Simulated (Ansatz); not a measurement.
# WC (Fm-3m) in Ansatz: a series of runs

The runs below take WC through single point, equation of state, with PBEsol, LDA.

Everything below comes from runs of Ansatz 0.2.0. Logs are shortened: lines on timing, memory, paths and dates and some standing lists are left out, and cuts for length are marked.

### Step 1. Starting point

Symmetry: Fm-3m, No. 225, cubic system. The conventional cell has a = 4.385 Å, b = 4.385 Å, c = 4.385 Å, α = 90.00°, β = 90.00°, γ = 90.00°. W (site symmetry m-3m) is surrounded by 6 C at 2.19 Å. C (site symmetry m-3m) has 6 W at 2.19 Å as nearest neighbours.

Measurements of this composition are mostly on another form, of space group No. 187.

### Step 2. Single point, PBEsol, 9.91 Å³/atom (volume scaled by 0.94)

File input.yaml:

```yaml
crystal:
  lattice:
    - [0.0, 2.1479227872, 2.1479227872]
    - [2.1479227872, 0.0, 2.1479227872]
    - [2.1479227872, 2.1479227872, 0.0]
  atoms:
    - { symbol: W, position: [0.0, 0.0, 0.0] }
    - { symbol: C, position: [0.5, 0.5, 0.5] }
kpoints:
  mp_grid: { grid: [10, 10, 10] }
scf:
  occupations: { method: fermi_dirac, width: 0.05 }
hamiltonian:
  xc: pbesol
  pseudopotentials: { kind: all_electron, lapw: { basis_error: 0.0005 } }
output:
  forces: true
  stress: true
  eigenvalues: true
```

Potentials or basis: all-electron LAPW, scalar-relativistic.

Started as:

```bash
$ ansatz run input.yaml --threads 1 --pin off --max-ram 3072MiB --backend cpu --events-out ev --progress --plain --runs-dir out
```

What it wrote:

```text
Warning: RAYON_NUM_THREADS=1 ignored (pool sized by the plan → 1); use --threads N
LAPW: plane waves up to 10.005 Å⁻¹, error target 5.0e-4 eV per atom; small_component_spin mean_spin; C in spheres of 0.883 Å, 6 of its electrons in bands, Dirac shells []; W in spheres of 1.265 Å, 44 of its electrons in bands, Dirac shells [] (how accurate: hamiltonian.pseudopotentials.lapw.basis_error, Limitations)
Engine: ansatz 0.2.0, aarch64-unknown-linux-gnu
Pseudopotentials: kind: all_electron
Pseudopotential: W, LAPW, valence charge 44, lapw/all_electron/scalar/gaussian/W, Koelling and Harmon's equation, gaussian nucleus
Pseudopotential: C, LAPW, valence charge 6, lapw/all_electron/scalar/gaussian/C, Koelling and Harmon's equation, gaussian nucleus
Functional definition: PBEsol
  exchange = pbesol_x
  correlation = pbesol_c
Crystal: 2 atoms, lattice volume = 19.819 Å³
Basis set: ecut = 381.3749995165797 eV, 331 PW (Γ), exchange–correlation at level 2
Bands: 30, of which v1, the nominal top of the filled ones, is band 25 counted from 1 (24 counted from 0)
Symmetry: 48 space group operations
Space group: Fm-3m (ITA 225), of the structure as read, at distance tolerance 2.7e-5 Å
k-points: 47 of 1000
Non-local potential: W, projectors of the file, none
Non-local potential: C, projectors of the file, none
Initial density: superposition of atomic densities (chi_scale 0.1, normalization cell, long waves kept (reshape's long-wave potential 0.00 eV rms))
Initial wavefunctions: plane waves of lowest kinetic energy (no species holds an atomic orbital)
Functional: x = pbesol(κ = 0.804, μ = 0.12345679012345678), c = pbesol(β = 0.046)
iter 1 solved again at ethr=9.80e-3 eV; its pass at ethr=1.00e-1 eV (dr2=4.90e0 eV) is discarded
SCF iter   1: F=—  HF=-440108.009581 eV  |F-HF|=—  |Δ(HF+E_count)|=         —  Δρ=1.43e-1  dr2=4.90e0  ethr=9.80e-3  ⟨swp⟩=2.0  Hψ=8785  notcnv=0
preconditioner: auto → Kerker (q_TF=auto, 3.183 Å⁻¹)  [metal: Δε(μ)=0.035 eV  Ē_g=27.750 eV  σ=0.050 eV  W_gap=0.17  n_scr=14 (ndim 8)  ℏωp=45.7 eV  f_vac=0.000  D(μ)=1.07/eV (n_scr^D=14)]
iter 2 solved again at ethr=3.52e-4 eV; its pass at ethr=9.80e-3 eV (dr2=1.76e-1 eV) is discarded
SCF iter   2: F=—  HF=-440106.220888 eV  |F-HF|=—  |Δ(HF+E_count)|=    1.79e0  Δρ=2.88e-2  dr2=1.76e-1  ethr=3.52e-4  ⟨swp⟩=2.0  Hψ=7176  notcnv=0
preconditioner: auto → none  [insulator: Δε(μ)=0.115 eV  Ē_g=29.096 eV  σ=0.050 eV  W_gap=0.51  n_scr=14 (ndim 8)  ℏωp=45.7 eV  f_vac=0.000  D(μ)=0.66/eV (n_scr^D=0)  ε∞_Penn≈3.5]
SCF iter   3: F=—  HF=-440106.170814 eV  |F-HF|=—  |Δ(HF+E_count)|=         —  Δρ=1.15e-2  dr2=9.11e-3  ethr=3.52e-4  ⟨swp⟩=2.8  Hψ=4348  notcnv=0
the basis was enlarged: its passes take 465.8 KiB over the memory plan, 1 of 1 planned eigensolver slots
SCF iter   4: F=—  HF=-440106.168262 eV  |F-HF|=—  |Δ(HF+E_count)|=   2.55e-3  Δρ=3.67e-3  dr2=8.23e-4  ethr=1.82e-5  ⟨swp⟩=2.9  Hψ=4261  notcnv=0
SCF iter   5: F=—  HF=-440106.162461 eV  |F-HF|=—  |Δ(HF+E_count)|=   5.80e-3  Δρ=1.19e-3  dr2=2.10e-4  ethr=1.65e-6  ⟨swp⟩=3.0  Hψ=4314  notcnv=0
SCF iter   6: F=—  HF=-440106.162431 eV  |F-HF|=—  |Δ(HF+E_count)|=   3.06e-5  Δρ=3.40e-4  dr2=2.79e-5  ethr=4.20e-7  ⟨swp⟩=3.0  Hψ=4242  notcnv=0
SCF iter   7: F=-440106.162419 eV  HF=-440106.162419 eV  |F-HF|=2.92e-8  |Δ(HF+E_count)|=   1.17e-5  Δρ=1.69e-5  dr2=5.91e-8  ethr=5.58e-8  ⟨swp⟩=2.6  Hψ=4133  notcnv=0
SCF 1 converged in 7 iterations: F = -440106.162419 eV  dr2 = 5.91e-8
SCF converged after 7 iterations
Free energy (F): -440106.162419 eV
Harris-Foulkes:  -440106.162419 eV  (|F-HF|=2.92e-8)
Internal energy: -440106.156416 eV  (E = F + TS)
E sigma→0 (E₀):  -440106.159417 eV
Entropy (-TS):   -0.006003 eV (-3.002 meV/atom)
Fermi energy:    28.550002 eV
--- Per-component energies (eV) ---
  E_band       = -4827.520872
  E_kinetic    = 492729.222805
  E_xc         = -8848.840274
  E_electrostatic = -923986.538947  (all electrons and nuclei)
  E_smearing   = -0.006003  (= −TS)
  E_closure    = 0.000000  (closes the sum)
  E_atoms      = -440084.679543  (free atoms, spherical and without spin; not in F)
  Σ components = -440106.162419   (vs F -440106.162419, Δ=0.00e0)
  Basis errors (estimates in eV, not in F): energy 1.8e-4 per atom: plane waves 1.6e-4 (9.2e-5 summed), levels above the bands 3.9e-85, relativity 9.8e-9, radial functions 2.0e-5, core shells 3.2e-7; eigenvalues (radial functions only) 1.9e-6; not estimated: angular momenta, meshes, grids; target (lapw.basis_error) 5.0e-4; muffin-tin radii C 0.883 Å, W 1.265 Å
--- Forces (eV/Å), atoms counted from 1 ---
  atom   1  W     -0.00000000     0.00000000    -0.00000000
  atom   2  C      0.00000000    -0.00000000    -0.00000000
  max |Σ_I F_I| component: 2.91e-30 eV/Å
--- Stress (GPa, compression-positive) ---
       14.206317       0.000000       0.000000
        0.000000      14.206317      -0.000000
        0.000000      -0.000000      14.206317
  P = ⅓ Tr σ = 14.2063 GPa (142.063 kbar)
--- Band table (eV; the first three rows and the last of 47) ---
  k-point 0: bands = ["-390.2876", "-390.2876", "-390.2876", "-236.6895", "-205.5832", "-205.5832", "-205.5710", "-205.5710", "-205.5710", "-46.7817", "-10.8065", "-10.8065", "-10.8065", "-0.9695", "-0.9695", "-0.9695", "-0.9507", "-0.9311", "-0.9311", "-0.9311", "12.1693", "25.4895", "25.4895", "25.4895", "27.3533", "27.3533", "27.3533", "27.4618", "27.4618", "35.6632"]
  k-point 1: bands = ["-390.2876", "-390.2876", "-390.2876", "-236.6895", "-205.5832", "-205.5832", "-205.5710", "-205.5710", "-205.5710", "-46.7769", "-10.8817", "-10.8143", "-10.8143", "-0.9699", "-0.9678", "-0.9678", "-0.9492", "-0.9333", "-0.9333", "-0.9310", "12.4747", "24.5522", "25.0405", "25.0405", "26.1760", "26.1760", "27.7431", "29.6818", "29.6818", "36.1651"]
  k-point 2: bands = ["-390.2876", "-390.2876", "-390.2876", "-236.6895", "-205.5832", "-205.5832", "-205.5710", "-205.5710", "-205.5710", "-46.7642", "-11.0744", "-10.8346", "-10.8346", "-0.9711", "-0.9635", "-0.9635", "-0.9451", "-0.9388", "-0.9388", "-0.9307", "13.3330", "22.8512", "23.5802", "23.5802", "26.8089", "26.8089", "28.2457", "32.2087", "32.2087", "37.1664"]
  k-point 46: bands = ["-390.2876", "-390.2876", "-390.2876", "-236.6895", "-205.5832", "-205.5832", "-205.5710", "-205.5710", "-205.5710", "-46.7140", "-11.3389", "-11.2136", "-11.0786", "-0.9556", "-0.9553", "-0.9552", "-0.9533", "-0.9507", "-0.9492", "-0.9298", "15.3413", "22.0567", "22.1255", "22.2666", "28.1517", "29.8146", "31.0464", "32.1587", "34.1124", "40.3975"]
```

It took 12 s on 1 thread of Arm Neoverse V1, shared host; peak memory 0.34 GiB.

What came out:

- Free energy: -440106.1624 eV
- Pressure: 14.2 GPa
- Band gap on the k mesh: none (metal or under the smearing width)

### Step 3. Single point, PBEsol, 10.12 Å³/atom (volume scaled by 0.96)

Changes to input.yaml since step 2:

```diff
@@ -2,5 +2,5 @@
   lattice:
-    - [0.0, 2.1479227872, 2.1479227872]
-    - [2.1479227872, 0.0, 2.1479227872]
-    - [2.1479227872, 2.1479227872, 0.0]
+    - [0.0, 2.1630495024, 2.1630495024]
+    - [2.1630495024, 0.0, 2.1630495024]
+    - [2.1630495024, 2.1630495024, 0.0]
   atoms:
```

Potentials or basis: all-electron LAPW, scalar-relativistic.

Started as:

```bash
$ ansatz run input.yaml --threads 1 --pin off --max-ram 3072MiB --backend cpu --events-out ev --progress --plain --runs-dir out
```

Wall time 14 s (1 thread of Arm Neoverse V1, shared host); peak memory 0.34 GiB.

It converged, with:

```
Free energy            : -440106.1877 eV
Pressure               : 5.2 GPa
Band gap on the k mesh : none (metal or under the smearing width)
```

### Step 4. Single point, PBEsol, 10.33 Å³/atom (volume scaled by 0.98)

Changes to input.yaml since step 3:

```diff
@@ -2,5 +2,5 @@
   lattice:
-    - [0.0, 2.1630495024, 2.1630495024]
-    - [2.1630495024, 0.0, 2.1630495024]
-    - [2.1630495024, 2.1630495024, 0.0]
+    - [0.0, 2.1779675566, 2.1779675566]
+    - [2.1779675566, 0.0, 2.1779675566]
+    - [2.1779675566, 2.1779675566, 0.0]
   atoms:
```

Started as:

```bash
$ ansatz run input.yaml --threads 1 --pin off --max-ram 3072MiB --backend cpu --events-out ev --progress --plain --runs-dir out
```

Run time: 13 s. Hardware: 1 thread of Arm Neoverse V1, shared host; peak memory 0.34 GiB.

The run converged. Its results:

| Property | Result |
| --- | --- |
| Free energy | -440106.1904 eV |
| Pressure | -2.9 GPa |
| Band gap on the k mesh | none (metal or under the smearing width) |

### Step 5. Single point, PBEsol, 10.54 Å³/atom

Changes to input.yaml since step 4:

```diff
@@ -2,5 +2,5 @@
   lattice:
-    - [0.0, 2.1779675566, 2.1779675566]
-    - [2.1779675566, 0.0, 2.1779675566]
-    - [2.1779675566, 2.1779675566, 0.0]
+    - [0.0, 2.192684, 2.192684]
+    - [2.192684, 0.0, 2.192684]
+    - [2.192684, 2.192684, 0.0]
   atoms:
```

Started as:

```bash
$ ansatz run input.yaml --threads 1 --pin off --max-ram 3072MiB --backend cpu --events-out ev --progress --plain --runs-dir out
```

Wall time 13 s (1 thread of Arm Neoverse V1, shared host); peak memory 0.34 GiB.

It converged, with:

```yaml
Free_energy: -440106.1729 eV
Pressure: -10.2 GPa
Band_gap_on_the_k_mesh: none (metal or under the smearing width)
```

### Step 6. Single point, PBEsol, 10.75 Å³/atom (volume scaled by 1.02)

Changes to input.yaml since step 5:

```diff
@@ -2,5 +2,5 @@
   lattice:
-    - [0.0, 2.192684, 2.192684]
-    - [2.192684, 0.0, 2.192684]
-    - [2.192684, 2.192684, 0.0]
+    - [0.0, 2.2072055093, 2.2072055093]
+    - [2.2072055093, 0.0, 2.2072055093]
+    - [2.2072055093, 2.2072055093, 0.0]
   atoms:
```

Potentials or basis: all-electron LAPW, scalar-relativistic.

Started as:

```bash
$ ansatz run input.yaml --threads 1 --pin off --max-ram 3072MiB --backend cpu --events-out ev --progress --plain --runs-dir out
```

Wall time 13 s (1 thread of Arm Neoverse V1, shared host); peak memory 0.34 GiB.

Results (log left out):

| Item | Value |
| --- | --- |
| Free energy | -440106.1373 eV |
| Pressure | -16.7 GPa |
| Band gap on the k mesh | none (metal or under the smearing width) |

### Step 7. Single point, PBEsol, 10.96 Å³/atom (volume scaled by 1.04)

Changes to input.yaml since step 6:

```diff
@@ -2,5 +2,5 @@
   lattice:
-    - [0.0, 2.2072055093, 2.2072055093]
-    - [2.2072055093, 0.0, 2.2072055093]
-    - [2.2072055093, 2.2072055093, 0.0]
+    - [0.0, 2.2215384142, 2.2215384142]
+    - [2.2215384142, 0.0, 2.2215384142]
+    - [2.2215384142, 2.2215384142, 0.0]
   atoms:
```

Started as:

```bash
$ ansatz run input.yaml --threads 1 --pin off --max-ram 3072MiB --backend cpu --events-out ev --progress --plain --runs-dir out
```

Wall time 13 s (1 thread of Arm Neoverse V1, shared host); peak memory 0.34 GiB.

It converged, with:

```yaml
Free_energy: -440106.0854 eV
Pressure: -22.6 GPa
Band_gap_on_the_k_mesh: none (metal or under the smearing width)
```

### Step 8. Single point, PBEsol, 11.17 Å³/atom (volume scaled by 1.06)

Changes to input.yaml since step 7:

```diff
@@ -2,5 +2,5 @@
   lattice:
-    - [0.0, 2.2215384142, 2.2215384142]
-    - [2.2215384142, 0.0, 2.2215384142]
-    - [2.2215384142, 2.2215384142, 0.0]
+    - [0.0, 2.2356887219, 2.2356887219]
+    - [2.2356887219, 0.0, 2.2356887219]
+    - [2.2356887219, 2.2356887219, 0.0]
   atoms:
```

Started as:

```bash
$ ansatz run input.yaml --threads 1 --pin off --max-ram 3072MiB --backend cpu --events-out ev --progress --plain --runs-dir out
```

Run time: 15 s. Hardware: 1 thread of Arm Neoverse V1, shared host; peak memory 0.34 GiB.

It converged, with:

```
Free energy            : -440106.0189 eV
Pressure               : -27.8 GPa
Band gap on the k mesh : none (metal or under the smearing width)
```

### Step 9. Single point, LDA, 9.91 Å³/atom (volume scaled by 0.94)

File input.yaml:

```yaml
crystal:
  lattice:
    - [0.0, 2.1479227872, 2.1479227872]
    - [2.1479227872, 0.0, 2.1479227872]
    - [2.1479227872, 2.1479227872, 0.0]
  atoms:
    - { symbol: W, position: [0.0, 0.0, 0.0] }
    - { symbol: C, position: [0.5, 0.5, 0.5] }
kpoints:
  mp_grid: { grid: [10, 10, 10] }
scf:
  occupations: { method: fermi_dirac, width: 0.05 }
hamiltonian:
  xc: lda
  pseudopotentials: { kind: all_electron, lapw: { basis_error: 0.001 } }
output:
  forces: true
  stress: true
  eigenvalues: true
```

Potentials or basis: all-electron LAPW, scalar-relativistic.

Started as:

```bash
$ ansatz run input.yaml --threads 1 --pin off --max-ram 3072MiB --backend cpu --events-out ev --progress --plain --runs-dir out
```

Run time: 13 s. Hardware: 1 thread of Arm Neoverse V1, shared host; peak memory 0.32 GiB.

Results (log left out):

* Free energy: -439975.9857 eV
* Pressure: 7.6 GPa
* Band gap on the k mesh: none (metal or under the smearing width)

### Step 10. Single point, LDA, 10.12 Å³/atom (volume scaled by 0.96)

Changes to input.yaml since step 9:

```diff
@@ -2,5 +2,5 @@
   lattice:
-    - [0.0, 2.1479227872, 2.1479227872]
-    - [2.1479227872, 0.0, 2.1479227872]
-    - [2.1479227872, 2.1479227872, 0.0]
+    - [0.0, 2.1630495024, 2.1630495024]
+    - [2.1630495024, 0.0, 2.1630495024]
+    - [2.1630495024, 2.1630495024, 0.0]
   atoms:
```

Started as:

```bash
$ ansatz run input.yaml --threads 1 --pin off --max-ram 3072MiB --backend cpu --events-out ev --progress --plain --runs-dir out
```

Wall time 12 s (1 thread of Arm Neoverse V1, shared host); peak memory 0.32 GiB.

Results (log left out):

- Free energy: -439975.9939 eV
- Pressure: -1.2 GPa
- Band gap on the k mesh: none (metal or under the smearing width)

### Step 11. Single point, LDA, 10.33 Å³/atom (volume scaled by 0.98)

Changes to input.yaml since step 10:

```diff
@@ -2,5 +2,5 @@
   lattice:
-    - [0.0, 2.1630495024, 2.1630495024]
-    - [2.1630495024, 0.0, 2.1630495024]
-    - [2.1630495024, 2.1630495024, 0.0]
+    - [0.0, 2.1779675566, 2.1779675566]
+    - [2.1779675566, 0.0, 2.1779675566]
+    - [2.1779675566, 2.1779675566, 0.0]
   atoms:
```

Started as:

```bash
$ ansatz run input.yaml --threads 1 --pin off --max-ram 3072MiB --backend cpu --events-out ev --progress --plain --runs-dir out
```

Wall time 11 s (1 thread of Arm Neoverse V1, shared host); peak memory 0.32 GiB.

It converged, with:

```
Free energy            : -439975.9803 eV
Pressure               : -9.1 GPa
Band gap on the k mesh : none (metal or under the smearing width)
```

### Step 12. Single point, LDA, 10.54 Å³/atom

Changes to input.yaml since step 11:

```diff
@@ -2,5 +2,5 @@
   lattice:
-    - [0.0, 2.1779675566, 2.1779675566]
-    - [2.1779675566, 0.0, 2.1779675566]
-    - [2.1779675566, 2.1779675566, 0.0]
+    - [0.0, 2.192684, 2.192684]
+    - [2.192684, 0.0, 2.192684]
+    - [2.192684, 2.192684, 0.0]
   atoms:
```

Potentials or basis: all-electron LAPW, scalar-relativistic.

Started as:

```bash
$ ansatz run input.yaml --threads 1 --pin off --max-ram 3072MiB --backend cpu --events-out ev --progress --plain --runs-dir out
```

It took 12 s on 1 thread of Arm Neoverse V1, shared host; peak memory 0.32 GiB.

Results (log left out):

```yaml
Free_energy: -439975.9470 eV
Pressure: -16.1 GPa
Band_gap_on_the_k_mesh: none (metal or under the smearing width)
```

### Step 13. Single point, LDA, 10.75 Å³/atom (volume scaled by 1.02)

Changes to input.yaml since step 12:

```diff
@@ -2,5 +2,5 @@
   lattice:
-    - [0.0, 2.192684, 2.192684]
-    - [2.192684, 0.0, 2.192684]
-    - [2.192684, 2.192684, 0.0]
+    - [0.0, 2.2072055093, 2.2072055093]
+    - [2.2072055093, 0.0, 2.2072055093]
+    - [2.2072055093, 2.2072055093, 0.0]
   atoms:
```

Started as:

```bash
$ ansatz run input.yaml --threads 1 --pin off --max-ram 3072MiB --backend cpu --events-out ev --progress --plain --runs-dir out
```

Run time: 11 s. Hardware: 1 thread of Arm Neoverse V1, shared host; peak memory 0.32 GiB.

It converged, with:

```
Free energy            : -439975.8961 eV
Pressure               : -22.4 GPa
Band gap on the k mesh : none (metal or under the smearing width)
```

### Step 14. Single point, LDA, 10.96 Å³/atom (volume scaled by 1.04)

Changes to input.yaml since step 13:

```diff
@@ -2,5 +2,5 @@
   lattice:
-    - [0.0, 2.2072055093, 2.2072055093]
-    - [2.2072055093, 0.0, 2.2072055093]
-    - [2.2072055093, 2.2072055093, 0.0]
+    - [0.0, 2.2215384142, 2.2215384142]
+    - [2.2215384142, 0.0, 2.2215384142]
+    - [2.2215384142, 2.2215384142, 0.0]
   atoms:
```

Started as:

```bash
$ ansatz run input.yaml --threads 1 --pin off --max-ram 3072MiB --backend cpu --events-out ev --progress --plain --runs-dir out
```

It took 13 s on 1 thread of Arm Neoverse V1, shared host; peak memory 0.32 GiB.

The run converged. Its results:

- Free energy: -439975.8295 eV
- Pressure: -28.1 GPa
- Band gap on the k mesh: none (metal or under the smearing width)

### Step 15. Single point, LDA, 11.17 Å³/atom (volume scaled by 1.06)

Changes to input.yaml since step 14:

```diff
@@ -2,5 +2,5 @@
   lattice:
-    - [0.0, 2.2215384142, 2.2215384142]
-    - [2.2215384142, 0.0, 2.2215384142]
-    - [2.2215384142, 2.2215384142, 0.0]
+    - [0.0, 2.2356887219, 2.2356887219]
+    - [2.2356887219, 0.0, 2.2356887219]
+    - [2.2356887219, 2.2356887219, 0.0]
   atoms:
```

Potentials or basis: all-electron LAPW, scalar-relativistic.

Started as:

```bash
$ ansatz run input.yaml --threads 1 --pin off --max-ram 3072MiB --backend cpu --events-out ev --progress --plain --runs-dir out
```

Wall time 13 s (1 thread of Arm Neoverse V1, shared host); peak memory 0.32 GiB.

The run converged. Its results:

| Item | Value |
| --- | --- |
| Free energy | -439975.7489 eV |
| Pressure | -33.1 GPa |
| Band gap on the k mesh | none (metal or under the smearing width) |

### Step 16. Equation of state, LDA

This step only gathers the single runs of the series.

What came out:

| Item | Value |
| --- | --- |
| Equilibrium volume | 10.09 Å³/atom |
| Bulk modulus | 404 GPa |
| Pressure derivative of the bulk modulus | 4.3 |

Energy against volume, from the lowest point:
```
volume (Å³/atom)  energy (meV/atom)
           9.910               4.10
          10.120               0.00
          10.331               6.84
          10.542              23.49
          10.753              48.92
          10.964              82.20
          11.175             122.51
```

Spin-orbit coupling is left out, which matters for the levels of W.
